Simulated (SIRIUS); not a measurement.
C:

```
C
1.0
     4.25517    0.00000    0.00000
     0.00000    4.25517    0.00000
     0.00000    0.00000    1.28229
C
1
Direct
  0.50000 0.50000 0.50000
```

The cell was built by a generator and needn't be a form met in nature.

Base run:

| Quantity | Value |
| --- | --- |
| Program | SIRIUS 7.10.0 |
| Functional | RPBE |
| Potentials or basis | PseudoDojo 0.4.1 PBE standard (scalar relativistic) |
| Cutoff | 1127 eV |
| Density cutoff | 4507 eV |
| k mesh | 6 × 6 × 20 |
| Occupations | fermi-dirac, width 0.05 eV |
| Spin | no spin polarisation |

Its results: band gap on the k mesh none (metal or under the smearing width); pressure 0.2 GPa.

Q: The run is repeated on the same cell with these changes: functional from RPBE to HCTH407; libxc names from ["XC_GGA_X_RPBE", "XC_GGA_C_PBE"] to ["XC_GGA_XC_HCTH_407"]. What comes out?

A: Band gap on the k mesh none (metal or under the smearing width); pressure -2.7 GPa.

Caveats: the potentials were made for another functional, which shifts forces and pressure.
